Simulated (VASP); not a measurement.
# Hf (Fm-3m) in VASP: settings compared

Aim: see how the results for Hf move with the level of theory and the settings. Levels: PBEsol, LDA. Tasks: relaxation of cell and atoms.

Program: VASP 6.6.1. These are calculated values, not measurements. Logs are shortened: lines on timing, memory, paths and dates and some standing lists are left out, and cuts for length are marked.

### Step 1. The structure

The structure is cubic, space group Fm-3m (No. 225). Conventional cell: a = 4.471 Å, b = 4.471 Å, c = 4.471 Å, α = 90.00°, β = 90.00°, γ = 90.00°. Hf (site symmetry m-3m) has 12 Hf at 3.16 Å as nearest neighbours.

This isn't the form of Hf at room conditions, which is hcp.

### Step 2. Relaxation of cell and atoms, PBEsol

Input file INCAR:

```
SYSTEM = Hf
PREC = Accurate
ENCUT = 600
EDIFF = 1E-7
ISMEAR = 0
SIGMA = 0.1
LREAL = .FALSE.
LASPH = .TRUE.
NELM = 100
ALGO = Normal
ISIF = 3
LWAVE = .FALSE.
LCHARG = .FALSE.
GGA = PS
IBRION = 2
NSW = 90
EDIFFG = -0.005
```

Input file KPOINTS:

```
Automatic mesh
0
G
  16 16 16
  0 0 0
```

Input file POSCAR:

```
Hf
1.0
    0.0000000000      2.2352673600      2.2352673600
    2.2352673600      0.0000000000      2.2352673600
    2.2352673600      2.2352673600      0.0000000000
Hf
1
Direct
    0.0000000000      0.0000000000      0.0000000000
```

Potentials or basis: VASP PAW PBE potentials, release 64 (Hf_pv).

Command:

```console
$ cat potpaw_PBE.64/Hf_pv/POTCAR > POTCAR
$ mpirun -np 1 vasp_std > vasp.out
```

OUTCAR:

```text
SYSTEM = Hf
   PREC = Accurate
   ENCUT = 600
   EDIFF = 1E-7
   ISMEAR = 0
   LREAL = .FALSE.
   LASPH = .TRUE.
   NELM = 100
   ISIF = 3
   GGA = PS
   IBRION = 2
   NSW = 90
   EDIFFG = -0.005

 ion  position               nearest neighbor table
   1  0.000  0.000  0.000-

  LATTYP: Found a face centered cubic cell.
 ALAT       =     4.4705347200

  Lattice vectors:

 A1 = (   0.0000000000,   2.2352673600,   2.2352673600)
 A2 = (   2.2352673600,   0.0000000000,   2.2352673600)
 A3 = (   2.2352673600,   2.2352673600,   0.0000000000)

Analysis of symmetry for initial positions (statically):
=====================================================================
 Subroutine PRICEL returns:
 Original cell was already a primitive cell.

 Routine SETGRP: Setting up the symmetry group for a
 face centered cubic supercell.

 Subroutine GETGRP returns: Found 48 space group operations
 (whereof 48 operations were pure point group operations)
 out of a pool of 48 trial point group operations.

The static configuration has the point symmetry O_h .

Analysis of symmetry for dynamics (positions and initial velocities):
=====================================================================
 Subroutine PRICEL returns:
 Original cell was already a primitive cell.

 Routine SETGRP: Setting up the symmetry group for a
 face centered cubic supercell.

 Subroutine GETGRP returns: Found 48 space group operations
 (whereof 48 operations were pure point group operations)
 out of a pool of 48 trial point group operations.

The dynamic configuration has the point symmetry O_h .

 Subroutine INISYM returns: Found 48 space group operations
 (whereof 48 operations are pure point group operations),
 and found     1 'primitive' translations

----------------------------------------------------------------------------------------

                                     Primitive cell

  volume of cell :      22.3367

  direct lattice vectors                    reciprocal lattice vectors
     0.000000000  2.235267360  2.235267360    -0.223686888  0.223686888  0.223686888
     2.235267360  0.000000000  2.235267360     0.223686888 -0.223686888  0.223686888
     2.235267360  2.235267360  0.000000000     0.223686888  0.223686888 -0.223686888

  length of vectors
     3.161145416  3.161145416  3.161145416     0.387437055  0.387437055  0.387437055

  position of ions in fractional coordinates (direct lattice)
     0.000000000  0.000000000  0.000000000

  ion indices of the primitive-cell ions
   primitive index   ion index
                 1           1

----------------------------------------------------------------------------------------

 KPOINTS: Automatic mesh

Automatic generation of k-mesh.
 Grid dimensions read from file:
 generate k-points for:   16   16   16

 Generating k-lattice:

  Cartesian coordinates                     Fractional coordinates (reciprocal lattice)
    -0.013980431  0.013980431  0.013980431     0.062500000  0.000000000  0.000000000
     0.013980431 -0.013980431  0.013980431     0.000000000  0.062500000  0.000000000
     0.013980431  0.013980431 -0.013980431     0.000000000  0.000000000  0.062500000

  Length of vectors
     0.024214816  0.024214816  0.024214816

  Shift w.r.t. Gamma in fractional coordinates (k-lattice)
     0.000000000  0.000000000  0.000000000

 Subroutine IBZKPT returns following result:
 ===========================================

 Found    145 irreducible k-points:

 Following reciprocal coordinates:
            Coordinates               Weight
  0.000000  0.000000  0.000000      1.000000
  0.062500  0.000000  0.000000      8.000000
  0.125000  0.000000  0.000000      8.000000
  0.187500  0.000000  0.000000      8.000000
  0.250000  0.000000  0.000000      8.000000
  0.312500  0.000000  0.000000      8.000000
[... 16 lines left out ...]
 -0.125000  0.062500  0.000000     24.000000
 -0.062500  0.062500  0.000000     12.000000
 [... further k-points ...]
   k-points           NKPTS =    145   k-points in BZ     NKDIM =    145   number of bands    NBANDS=      9
   number of dos      NEDOS =    301   number of ions     NIONS =      1
   total plane-waves  NPLWV =  21952
   dimension x,y,z NGX =    28 NGY =   28 NGZ =   28
   dimension x,y,z NGXF=    56 NGYF=   56 NGZF=   56
   ions per type =               1
   NGX,Y,Z   is equivalent  to a cutoff of  14.73, 14.73, 14.73 a.u.
   NGXF,Y,Z  is equivalent  to a cutoff of  29.45, 29.45, 29.45 a.u.
 SYSTEM =  Hf
   PREC   = accura    normal or accurate (medium, high low for compatibility)
   ISTART =      0    job   : 0-new  1-cont  2-samecut
   ICHARG =      2    charge: 1-file 2-atom 10-const
   ISPIN  =      1    spin polarized calculation?
   LNONCOLLINEAR =      F non collinear calculations
   LSORBIT =      F    spin-orbit coupling
   LASPH  =      T    aspherical Exc in radial PAW
   ENCUT  =  600.0 eV  44.10 Ry    6.64 a.u.   6.31  6.31  6.31*2*pi/ulx,y,z
   NELM   =    100;   NELMIN=  2; NELMDL= -5     # of ELM steps
   EDIFF  = 0.1E-06   stopping-criterion for ELM
   LREAL  =      F    real-space projection
   EDIFFG = -.5E-02   stopping-criterion for IOM
   NSW    =     90    number of steps for IOM
   IBRION =      2    ionic relax: 0-MD 1-quasi-New 2-CG
   NFREE  =      1    steps in history (QN), initial steepest desc. (CG)
   ISIF   =      3    stress and relaxation
   ISYM   =      2    0-nonsym 1-usesym 2-fastsym
   POTIM  = 0.5000    time-step for ionic-motion
   TEBEG  =    0.0;   TEEND  =   0.0 temperature during run
   PSTRESS=    0.0 pullay stress
   NELECT =      10.0000    total number of electrons
   NUPDOWN=      -1.0000    fix difference up-down
   EMIN   =  10.00;   EMAX   =-10.00  energy-range for DOS
   EFERMI =   0.00;   METHOD = LEGACY
   ISMEAR =     0;   SIGMA  =   0.10  broadening in eV -4-tet -1-fermi 0-gaus
   EFERMI_NEDOS =   21; number of points for ismear=-14 and -15
   IALGO  =     38    algorithm
   IMIX   =      4    mixing-type and parameters
     AMIX     =   0.40;   BMIX     =  1.00
     AMIX_MAG =   1.60;   BMIX_MAG =  1.00
  volume/ion in A,a.u.               =      22.34       150.74
  Fermi-wavevector in a.u.,A,eV,Ry     =   1.252378  2.366651 21.340059  1.568450
  Thomas-Fermi vector in A             =   2.386281
   LORBIT       =      0    0 simple, 1 ext, 2 COOP (PROOUT), +10 PAW based schemes
   GGA     = PS    functional components
   LHFCALC =     F    Hartree Fock is set to
   AEXX    =    0.0000 exact exchange contribution
   IVDW    =     0    specifies the selected vdW correction
   LEPSILON=     F    determine dielectric tensor
   LRPA    =     F    only Hartree local field effects (RPA)
 conjugate gradient relaxation of ions
 non-spin polarized calculation
 Gauss-broadening in eV      SIGMA  =   0.10
  energy-cutoff  :      600.00
  volume of cell :       22.34
 maximum number of plane-waves:       757
 NGX is ok and might be reduce to    28
   NGX = 13   NGY = 13   NGZ = 13

--------------------------------------- Ionic step        1  -------------------------------------------

 number of electron      10.0000001 magnetization

 Free energy of the ion-electron system (eV)
  ---------------------------------------------------
  ext. energy  EPLUGINS =         0.00000000
  ---------------------------------------------------
  free energy    TOTEN  =       -10.42542828 eV

  energy without entropy =      -10.41594166  energy(sigma->0) =      -10.42068497

------------------------ aborting loop because EDIFF is reached ----------------------------------------

  FORCE on cell =-STRESS in cart. coord.  units (eV):
  Direction    XX          YY          ZZ          XY          YZ          ZX
  --------------------------------------------------------------------------------------
  -------------------------------------------------------------------------------------
  Total       -0.5564205     -0.5564205     -0.5564205     -0.0000000      0.0000000      0.0000000
  in kB      -39.9112476    -39.9112476    -39.9112476     -0.0000000      0.0000000      0.0000000
  external PRESSURE =     -39.9112476 kB  Pullay stress =       0.0000000 kB
[... 55 lines left out ...]
  energy  without entropy=      -10.4150475867  energy(sigma->0) =      -10.41910754

--------------------------------------- Ionic step        3  -------------------------------------------

 number of electron       9.9999999 magnetization

 Free energy of the ion-electron system (eV)
  ---------------------------------------------------
  ext. energy  EPLUGINS =         0.00000000
  ---------------------------------------------------
  free energy    TOTEN  =       -10.43650705 eV

  energy without entropy =      -10.42772687  energy(sigma->0) =      -10.43211696

 E-fermi :   4.8658     XC(G=0): -11.5800

 val. band max:        4.8565390108   @ k =   0.3125   0.0000   0.0000
 cond. band min:       4.8742452224   @ k =  -0.3125   0.3125   0.0625
 fundamental gap:      0.0177062116
 Fermi energy:         4.8658469177

 k-point     1 :       0.0000    0.0000    0.0000
  band No.  band energies     occupation
      1     -24.9479      2.00000
      2     -24.9479      2.00000
      3     -24.9479      2.00000
      4      -2.4900      2.00000
      5       6.2710      0.00000
      6       6.2710      0.00000
      7       6.2710      0.00000
      8       9.2040      0.00000
      9       9.2040      0.00000
[... 265 lines left out ...]
 k-point    24 :      -0.0625    0.0625    0.0000
  band No.  band energies     occupation
      1     -25.0400      2.00000
      2     -24.9744      2.00000
      3     -24.9542      2.00000
      4      -2.1109      2.00000
      5       5.8908      0.00000
      6       6.4461      0.00000
      7       6.4636      0.00000
      8       8.8375      0.00000
      9       9.1899      0.00000

 [... further k-points ...]

------------------------ aborting loop because EDIFF is reached ----------------------------------------

  FORCE on cell =-STRESS in cart. coord.  units (eV):
  Direction    XX          YY          ZZ          XY          YZ          ZX
  --------------------------------------------------------------------------------------
  -------------------------------------------------------------------------------------
  Total       -0.0045218     -0.0045218     -0.0045218      0.0000000     -0.0000000      0.0000000
  in kB       -0.3372679     -0.3372679     -0.3372679      0.0000000     -0.0000000      0.0000000
  external PRESSURE =      -0.3372679 kB  Pullay stress =       0.0000000 kB
[... 16 lines left out ...]
  FREE ENERGIE OF THE ION-ELECTRON SYSTEM (eV)
  ---------------------------------------------------
  free  energy   TOTEN  =       -10.4365070493 eV

  energy  without entropy=      -10.4277268686  energy(sigma->0) =      -10.43211696

 reached required accuracy - stopping structural energy minimisation
```

Run time: 66 s. Hardware: 1 thread of Intel Xeon 6975P-C (Granite Rapids), shared host; peak memory 0.2 GiB.

What came out:

```yaml
Free_energy: -10.4365 eV
Relaxed_volume: 21.48 Å³/atom
Relaxed_cell: a = 3.120 Å, b = 3.120 Å, c = 3.120 Å, α = 60.00°, β = 60.00°, γ = 60.00°
Space_group_after_relaxing_to_0.05_Å: Fm-3m (No. 225)
Energy_gained_by_relaxing: 11.1 meV/atom
Ionic_steps: 3
Pressure_after_relaxing: 0.0 GPa
Band_gap_on_the_k_mesh: none (metal or under the smearing width)
```

The path:
```tsv
step	energy change (eV)	largest force (eV/Å)	pressure (GPa)	volume (Å³)
1	0.0000	0.0000	-3.99	22.34
2	0.0023	0.0000	4.98	20.59
3	-0.0111	0.0000	-0.03	21.48
```

Final structure:
```yaml
crystal:
  lattice:
    - [0.00000, 2.20634, 2.20634]
    - [2.20634, 0.00000, 2.20634]
    - [2.20634, 2.20634, 0.00000]
  atoms:
    - { symbol: Hf, position: [0.00000, 0.00000, 0.00000] }
```

Levels at points of the mesh, in eV from the Fermi level:
| k point | band 3 | band 4 | band 5 | band 6 | band 7 | band 8 |
| --- | --- | --- | --- | --- | --- | --- |
| (0.00, 0.00, 0.00) | -29.81 | -7.36 | 1.41 | 1.41 | 1.41 | 4.34 |
| (0.50, 0.00, 0.00) | -29.94 | -3.76 | 0.75 | 1.16 | 1.16 | 6.59 |
| (0.50, 0.50, 0.00) | -30.15 | -3.43 | -2.28 | 2.76 | 6.60 | 7.26 |

Caveat: the PAW data sets were made with another functional, which shifts forces and pressure a little.

### Step 3. Relaxation of cell and atoms, LDA

Changes to INCAR since step 2:

```diff
@@ -13,3 +13,2 @@
 LCHARG = .FALSE.
-GGA = PS
 IBRION = 2
```

KPOINTS is that of step 2.

POSCAR is that of step 2.

Potentials or basis: VASP PAW LDA potentials, release 64 (Hf_pv).

Command:

```console
$ cat potpaw_LDA.64/Hf_pv/POTCAR > POTCAR
$ mpirun -np 1 vasp_std > vasp.out
```

It took 66 s on 1 thread of Intel Xeon 6975P-C (Granite Rapids), shared host; peak memory 0.18 GiB.

It converged, with:

| Item | Value |
| --- | --- |
| Free energy | -10.6350 eV |
| Relaxed volume | 20.73 Å³/atom |
| Relaxed cell | a = 3.083 Å, b = 3.083 Å, c = 3.083 Å, α = 60.00°, β = 60.00°, γ = 60.00° |
| Space group after relaxing (to 0.05 Å) | Fm-3m (No. 225) |
| Energy gained by relaxing | 40.6 meV/atom |
| Ionic steps | 4 |
| Pressure after relaxing | 0.0 GPa |
| Band gap on the k mesh | none (metal or under the smearing width) |

The path:
| step | energy change (eV) | largest force (eV/Å) | pressure (GPa) | volume (Å³) |
| --- | --- | --- | --- | --- |
| 1 | 0.0000 | 0.0000 | -7.66 | 22.34 |
| 2 | 0.0144 | 0.0000 | 11.18 | 19.06 |
| 3 | -0.0406 | 0.0000 | -0.15 | 20.76 |
| 4 | -0.0406 | 0.0000 | 0.02 | 20.73 |

Final structure:
```cif
data_structure
_symmetry_space_group_name_H-M 'P 1'
_symmetry_Int_Tables_number 1
_cell_length_a 3.0832
_cell_length_b 3.0832
_cell_length_c 3.0832
_cell_angle_alpha 60.000
_cell_angle_beta 60.000
_cell_angle_gamma 60.000
_cell_volume 20.73
loop_
_atom_site_label
_atom_site_type_symbol
_atom_site_fract_x
_atom_site_fract_y
_atom_site_fract_z
_atom_site_occupancy
Hf1 Hf 0.00000 0.00000 0.00000 1
```

Levels at points of the mesh, in eV from the Fermi level:
| k point | band 2 | band 3 | band 4 | band 5 | band 6 | band 7 | band 8 | band 9 |
| --- | --- | --- | --- | --- | --- | --- | --- | --- |
| (0.00, 0.00, 0.00) | -29.60 | -29.60 | -7.41 | 1.34 | 1.34 | 1.34 | 4.38 | 4.38 |
| (0.50, 0.00, 0.00) | -29.74 | -29.74 | -3.87 | 1.00 | 1.08 | 1.08 | 6.75 | 6.75 |
| (0.50, 0.50, 0.00) | -29.98 | -29.98 | -3.61 | -2.46 | 3.08 | 6.74 | 7.46 | 7.46 |
